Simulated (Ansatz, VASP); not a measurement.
**One calculation of Zn, two programs**

POSCAR

```
Zn
1.0
    0.0000000000      2.0741495628      1.7630271284
    2.0741495628      0.0000000000      1.7630271284
    2.0741495628      2.0741495628      0.0000000000
Zn
1
Direct
    0.0000000000      0.0000000000      0.0000000000
```

INCAR.step1

```
SYSTEM = Zn
PREC = Accurate
ENCUT = 520
ISMEAR = 0
SIGMA = 0.15
LREAL = .False.
LASPH = .True.
NELM = 100
NBANDS = 12
GGA = PE
ALGO = Normal
EDIFF = 1E-4
LWAVE = .True.
LCHARG = .False.
```

INCAR.step2

```
SYSTEM = Zn
PREC = Accurate
ENCUT = 520
EDIFF = 1E-7
ISMEAR = 0
SIGMA = 0.15
LREAL = .False.
LASPH = .True.
NELM = 100
ALGO = Normal
ISIF = 2
LWAVE = .False.
LCHARG = .False.
METAGGA = R2SCAN
LMIXTAU = .True.
NBANDS = 12
ISTART = 1
```

Contents of KPOINTS:

```
Automatic mesh
0
Gamma
  22 22 22
  0 0 0
```

Input for Ansatz:

```yaml
crystal:
  lattice:
    - [0.0, 2.0741495628, 1.7630271284]
    - [2.0741495628, 0.0, 1.7630271284]
    - [2.0741495628, 2.0741495628, 0.0]
  atoms:
    - { symbol: Zn, position: [0.0, 0.0, 0.0] }
basis:
  ecutwfc: 500
kpoints:
  mp_grid: { grid: [22, 22, 22] }
hamiltonian:
  xc: r2scan
scf:
  occupations: { method: gaussian, width: 0.15 }
output:
  forces: true
  stress: true
  eigenvalues: true
```

Alike in both runs: task single point; functional r2SCAN; k mesh 22 × 22 × 22; occupations gaussian, width 0.15 eV; no spin polarisation.

|  | VASP | Ansatz |
| --- | --- | --- |
| version | VASP 6.6.1 | Ansatz 0.2.0 |
| potentials or method | VASP PAW PBE potentials, release 64 (Zn) | scalar-relativistic, plane waves, PAW |
| plane-wave cutoff (eV) | 520 | 500 |
| valence electrons in the cell | 12 | 12 |

|  | VASP | Ansatz | Ansatz less VASP |
| --- | --- | --- | --- |
| gap on the k mesh at the Fermi level (eV) | none | none | - |
| pressure (GPa) | -3.8 | -4.0 | -0.20 |
| largest component of the traceless stress (GPa) | 2.45 | 2.45 | -0.002 |

A gap of «none» marks a metal or a gap that the smearing closes.

Caveats: the PAW data sets were made with another functional, which shifts forces and pressure a little (VASP).
